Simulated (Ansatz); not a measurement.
# Pt (P6_3/mmc) in Ansatz: reference runs

Aim: a first look at Pt with PBEsol, on the cell as given and on a disturbed one.

All numbers are computed with Ansatz 0.2.0; they aren't measurements. Logs are shortened: lines on timing, memory, paths and dates and some standing lists are left out, and cuts for length are marked.

### Step 1. Starting point

The structure is hexagonal, space group P6_3/mmc (No. 194). Conventional cell: a = 2.761 Å, b = 2.761 Å, c = 4.792 Å, α = 90.00°, β = 90.00°, γ = 120.00°. Pt (site symmetry -6m2) has 12 Pt at 2.76 to 2.88 Å as nearest neighbours.

This isn't the form of Pt at room conditions, which is fcc.

### Step 2. Single point, PBEsol

The input, input.yaml:

```yaml
crystal:
  lattice:
    - [2.7606656158, 0.0, 0.0]
    - [-1.3803328079, 2.3908065546, 0.0]
    - [0.0, 0.0, 4.792134]
  atoms:
    - { symbol: Pt, position: [0.3333333333, 0.6666666667, 0.25] }
    - { symbol: Pt, position: [0.6666666667, 0.3333333333, 0.75] }
kpoints:
  mp_grid: { grid: [11, 11, 6] }
scf:
  occupations: { method: fermi_dirac, width: 0.05 }
hamiltonian:
  xc: pbesol
  pseudopotentials: { kind: all_electron, lapw: { basis_error: 0.001 } }
output:
  forces: true
  stress: true
  eigenvalues: true
  populations: true
```

Potentials or basis: all-electron LAPW, scalar-relativistic.

The run is started by

```bash
$ ansatz run input.yaml --threads 1 --pin off --max-ram 3072MiB --backend cpu --events-out ev --progress --plain --runs-dir out
```

What it wrote:

```text
Warning: RAYON_NUM_THREADS=1 ignored (pool sized by the plan → 1); use --threads N
Pt: projections on atomic orbitals take those of the free atom 1s2 2s2 2p6 3s2 3p6 3d10 4s2 4p6 4d10 4f14 5s2 5p6 5d9 6s1, of charge +0.00 (hamiltonian.pseudopotentials.projection_atoms)
LAPW: plane waves up to 8.466 Å⁻¹, error target 1.0e-3 eV per atom; small_component_spin mean_spin; Pt in spheres of 1.380 Å, 42 of its electrons in bands, Dirac shells [] (how accurate: hamiltonian.pseudopotentials.lapw.basis_error, Limitations)
Engine: ansatz 0.2.0, x86_64-unknown-linux-gnu
Pseudopotentials: kind: all_electron
Pseudopotential: Pt, LAPW, valence charge 42, lapw/all_electron/scalar/gaussian/Pt, Koelling and Harmon's equation, gaussian nucleus
Functional definition: PBEsol
  exchange = pbesol_x
  correlation = pbesol_c
Crystal: 2 atoms, lattice volume = 31.629 Å³
Basis set: ecut = 273.09319961297626 eV, 337 PW (Γ), exchange–correlation at level 2
Bands: 51, of which v1, the nominal top of the filled ones, is band 42 counted from 1 (41 counted from 0)
Symmetry: 24 space group operations
Space group: P63/mmc (ITA 194), of the structure as read, at distance tolerance 3.2e-5 Å
k-points: 64 of 726
Non-local potential: Pt, projectors of the file, none
Initial density: superposition of atomic densities (chi_scale 0.1, normalization cell)
Initial wavefunctions: plane waves of lowest kinetic energy (no species holds an atomic orbital)
Functional: x = pbesol(κ = 0.804, μ = 0.12345679012345678), c = pbesol(β = 0.046)
iter 1 solved again at ethr=2.69e-4 eV; its pass at ethr=1.00e-1 eV (dr2=2.26e-1 eV) is discarded
SCF iter   1: F=—  HF=-1001636.937682 eV  |F-HF|=—  |Δ(HF+E_count)|=         —  Δρ=3.54e-2  dr2=2.27e-1  ethr=2.69e-4  ⟨swp⟩=3.0  Hψ=20229  notcnv=0
preconditioner: auto → LDOS  [metal: Δε(μ)=0.009 eV  Ē_g=14.294 eV  σ=0.050 eV  W_gap=0.05  n_scr=22 (ndim 8)  ℏωp=29.5 eV  f_vac=0.012  D(μ)=4.73/eV (n_scr^D=66)  β→1.0]
iter 2 solved again at ethr=4.28e-6 eV; its pass at ethr=2.69e-4 eV (dr2=3.59e-3 eV) is discarded
SCF iter   2: F=—  HF=-1001636.525114 eV  |F-HF|=—  |Δ(HF+E_count)|=   4.13e-1  Δρ=8.26e-3  dr2=3.60e-3  ethr=4.28e-6  ⟨swp⟩=2.0  Hψ=17113  notcnv=0
preconditioner: auto → Kerker (q_TF=auto, 3.211 Å⁻¹)  [metal: Δε(μ)=0.017 eV  Ē_g=14.861 eV  σ=0.050 eV  W_gap=0.09  n_scr=22 (ndim 8)  ℏωp=29.5 eV  f_vac=0.001  D(μ)=4.98/eV (n_scr^D=86)  β→0.5]
SCF iter   3: F=—  HF=-1001636.133855 eV  |F-HF|=—  |Δ(HF+E_count)|=   3.91e-1  Δρ=1.07e-2  dr2=2.36e-2  ethr=4.28e-6  ⟨swp⟩=3.0  Hψ=10926  notcnv=0
SCF iter   4: F=—  HF=-1001636.127466 eV  |F-HF|=—  |Δ(HF+E_count)|=         —  Δρ=5.68e-3  dr2=8.44e-3  ethr=4.28e-6  ⟨swp⟩=2.0  Hψ=9524  notcnv=0
the basis was enlarged: its passes take 632.9 KiB over the memory plan, 1 of 1 planned eigensolver slots
SCF iter   5: F=—  HF=-1001636.128638 eV  |F-HF|=—  |Δ(HF+E_count)|=   1.17e-3  Δρ=2.15e-3  dr2=1.68e-3  ethr=4.28e-6  ⟨swp⟩=2.0  Hψ=9525  notcnv=0
SCF iter   6: F=—  HF=-1001636.128883 eV  |F-HF|=—  |Δ(HF+E_count)|=   2.45e-4  Δρ=5.32e-4  dr2=6.16e-5  ethr=2.00e-6  ⟨swp⟩=2.0  Hψ=8943  notcnv=0
SCF iter   7: F=—  HF=-1001636.128881 eV  |F-HF|=—  |Δ(HF+E_count)|=   1.51e-6  Δρ=1.96e-4  dr2=7.20e-6  ethr=7.34e-8  ⟨swp⟩=2.0  Hψ=9524  notcnv=0
SCF iter   8: F=—  HF=-1001636.128879 eV  |F-HF|=—  |Δ(HF+E_count)|=   2.04e-6  Δρ=5.72e-5  dr2=6.63e-7  ethr=8.57e-9  ⟨swp⟩=2.0  Hψ=9524  notcnv=0
SCF iter   9: F=-1001636.128879 eV  HF=-1001636.128879 eV  |F-HF|=1.05e-8  |Δ(HF+E_count)|=   1.86e-7  Δρ=1.09e-5  dr2=3.16e-8  ethr=7.89e-10  ⟨swp⟩=2.0  Hψ=9524  notcnv=0
SCF 1 converged in 9 iterations: F = -1001636.128879 eV  dr2 = 3.16e-8
SCF converged after 9 iterations
Free energy (F): -1001636.128879 eV
Harris-Foulkes:  -1001636.128879 eV  (|F-HF|=1.05e-8)
Internal energy: -1001636.092991 eV  (E = F + TS)
E sigma→0 (E₀):  -1001636.110935 eV
Entropy (-TS):   -0.035888 eV (-17.944 meV/atom)
Fermi energy:    26.994046 eV
--- Per-component energies (eV) ---
  E_band       = -6753.502026
  E_kinetic    = 1137348.752318
  E_xc         = -19105.722414
  E_electrostatic = -2119879.122896  (all electrons and nuclei)
  E_smearing   = -0.035888  (= −TS)
  E_closure    = 0.000000  (closes the sum)
  E_atoms      = -1001622.363496  (free atoms, spherical and without spin; not in F)
  Σ components = -1001636.128879   (vs F -1001636.128879, Δ=0.00e0)
  Basis errors (estimates in eV, not in F): energy 2.5e-4 per atom: plane waves 2.1e-4 (1.1e-4 summed), levels above the bands 2.6e-163, relativity 7.0e-8, radial functions 3.8e-5, core shells 1.2e-7; eigenvalues (radial functions only) 3.4e-6; not estimated: angular momenta, meshes, grids; target (lapw.basis_error) 1.0e-3; muffin-tin radii Pt 1.380 Å
--- Forces (eV/Å), atoms counted from 1 ---
  atom   1  Pt    -0.00000000    -0.00000000     0.00000000
  atom   2  Pt    -0.00000000     0.00000000    -0.00000000
  max |Σ_I F_I| component: 5.55e-17 eV/Å
--- Stress (GPa, compression-positive) ---
      -10.345086      -0.000000      -0.000000
       -0.000000     -10.345086      -0.000000
       -0.000000      -0.000000     -11.316717
  P = ⅓ Tr σ = -10.6690 GPa (-106.690 kbar)
--- Band table (eV; the first three rows and the last of 64) ---
  k-point 0: bands = ["-275.9655", "-275.9655", "-275.9655", "-275.9655", "-275.9099", "-275.9099", "-275.8844", "-275.8844", "-275.8844", "-275.8844", "-71.3498", "-71.3308", "-39.9291", "-39.9290", "-39.9251", "-39.9250", "-39.8493", "-39.8482", "-39.8464", "-39.8464", "-39.8463", "-39.8463", "-39.8420", "-39.8420", "-39.8407", "-39.8407", "-25.5969", "-25.3904", "-25.3904", "-25.3505", "-25.3505", "-25.2686", "17.2293", "19.8978", "23.0362", "23.5759", "23.5759", "23.9423", "23.9423", "25.1973", "25.1973", "26.1898", "26.7804", "26.7804", "31.6320", "42.0211", "42.5860", "44.1707", "47.9190", "47.9190", "49.2286"]
  k-point 1: bands = ["-275.9655", "-275.9655", "-275.9655", "-275.9655", "-275.9099", "-275.9099", "-275.8844", "-275.8844", "-275.8844", "-275.8844", "-71.3485", "-71.3321", "-39.9291", "-39.9290", "-39.9251", "-39.9250", "-39.8492", "-39.8483", "-39.8464", "-39.8464", "-39.8463", "-39.8463", "-39.8418", "-39.8418", "-39.8408", "-39.8408", "-25.5753", "-25.3877", "-25.3877", "-25.3532", "-25.3532", "-25.2910", "17.4646", "19.8562", "22.9793", "23.5450", "23.5450", "23.8756", "23.8756", "25.2175", "25.3663", "25.3663", "26.7303", "26.7303", "33.0527", "41.3732", "43.2776", "43.6984", "47.1616", "47.1616", "50.2323"]
  k-point 2: bands = ["-275.9655", "-275.9655", "-275.9655", "-275.9655", "-275.9099", "-275.9099", "-275.8844", "-275.8844", "-275.8844", "-275.8844", "-71.3451", "-71.3356", "-39.9291", "-39.9290", "-39.9251", "-39.9250", "-39.8490", "-39.8485", "-39.8465", "-39.8465", "-39.8464", "-39.8464", "-39.8416", "-39.8416", "-39.8410", "-39.8410", "-25.5160", "-25.3804", "-25.3804", "-25.3605", "-25.3605", "-25.3519", "18.1154", "19.6150", "22.8864", "23.5214", "23.5214", "23.7238", "23.7238", "23.7825", "25.7650", "25.7650", "26.5483", "26.5483", "35.8785", "40.6428", "42.8702", "43.0862", "46.7771", "46.7771", "48.4735"]
  k-point 63: bands = ["-275.9655", "-275.9655", "-275.9655", "-275.9655", "-275.9099", "-275.9099", "-275.8844", "-275.8844", "-275.8844", "-275.8844", "-71.3140", "-71.3140", "-39.9288", "-39.9288", "-39.9267", "-39.9267", "-39.8478", "-39.8478", "-39.8459", "-39.8459", "-39.8457", "-39.8457", "-39.8427", "-39.8427", "-39.8423", "-39.8423", "-25.6863", "-25.6863", "-25.6066", "-25.6066", "-25.3535", "-25.3535", "21.7266", "21.7266", "22.5389", "22.5389", "23.3601", "23.3601", "24.7139", "24.7139", "26.8504", "26.8504", "32.7575", "32.7575", "33.6450", "33.6450", "36.4939", "36.4939", "43.8023", "43.8023", "46.6899"]
--- Löwdin populations: 2 sites ---
  site symbol       q [e]
     0     Pt     77.8586
     1     Pt     77.8586
  spilling = 0.001812 (of n_electrons = 156.000000)
```

Run time: 29 s. Hardware: 1 thread of AMD EPYC 7R43 (Zen 3), shared host; peak memory 0.48 GiB.

What came out:

```
Free energy            : -1001636.1289 eV
Pressure               : -10.7 GPa
Band gap on the k mesh : none (metal or under the smearing width)
```

Stress tensor (GPa, compression positive):
```
-10.35   0.00   0.00
  0.00 -10.35   0.00
  0.00   0.00 -11.32
```

### Step 3. Single point, PBEsol (atoms moved at random, drawn with an rms of 0.05 Å)

Changes to input.yaml since step 2:

```diff
@@ -6,4 +6,4 @@
   atoms:
-    - { symbol: Pt, position: [0.3333333333, 0.6666666667, 0.25] }
-    - { symbol: Pt, position: [0.6666666667, 0.3333333333, 0.75] }
+    - { symbol: Pt, position: [0.328444, 0.687973, 0.252856] }
+    - { symbol: Pt, position: [0.673318, 0.32279, 0.743381] }
 kpoints:
```

Potentials or basis: all-electron LAPW, scalar-relativistic.

The run is started by

```bash
$ ansatz run input.yaml --threads 1 --pin off --max-ram 3072MiB --backend cpu --events-out ev --progress --plain --runs-dir out
```

Wall time 2.7 min (1 thread of AMD EPYC 7R43 (Zen 3), shared host); peak memory 1.4 GiB.

Results (log left out):

| Property | Result |
| --- | --- |
| Free energy | -1001636.1234 eV |
| Pressure | -10.3 GPa |
| Largest force | 0.415 eV/Å |
| Band gap on the k mesh | none (metal or under the smearing width) |

Forces in eV/Å, atoms in the order of the input:
```
Pt  -0.073  0.032 -0.407
Pt   0.073 -0.032  0.407
```

Stress tensor (GPa, compression positive):
```
-10.37   0.03  -0.15
  0.03  -9.94   0.21
 -0.15   0.21 -10.73
```

Levels at points of the mesh, in eV from the Fermi level:
```
            k point  band 38  band 39  band 40  band 41  band 42  band 43  band 44  band 45  band 46  band 47
 (0.00, 0.00, 0.00)    -3.09    -3.00    -2.00    -1.57    -0.80    -0.43    -0.03     4.63    15.01    15.62
(0.00, 0.00, -0.50)    -3.42    -3.40    -3.37    -0.96    -0.79    -0.77    -0.68    11.45    12.24    15.44
```
